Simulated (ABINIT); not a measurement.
Ti in ABINIT: the effect of functional

Crystal: Ti.

```
Ti
1.0
     0.00000    2.03000    2.03000
     2.03000    0.00000    2.03000
     2.03000    2.03000    0.00000
Ti
1
Direct
  0.00000 0.00000 0.00000
```

This isn't the form of Ti at room conditions, which is hcp.

Alike in all runs:

```yaml
Program: ABINIT 10.8.3 (patched build)
Task: single point
Potentials_or_basis: JTH PAW PBE v2.0
Cutoff: 490 eV
k_mesh: 11 × 11 × 11
Occupations: fermi-dirac, width 0.05 eV
Spin: no spin polarisation
```

| functional | pressure (GPa) |
| --- | --- |
| PBE | ? |
| LDA | -4.8 |
| PBEsol | -0.3 |
| RPBE | 7.7 |
| BLYP | 6.8 |
| AM05 | 0.0 |
| r2SCAN | 3.2 |
| SCAN | 2.8 |
| revPBE | 6.8 |
| PW91 | 3.6 |
| WC | -0.2 |

Q: What does the run with functional PBE give?

A: Pressure 4.3 GPa.

Caveats: the PAW data sets were made with another functional, which shifts forces and pressure a little (some runs).
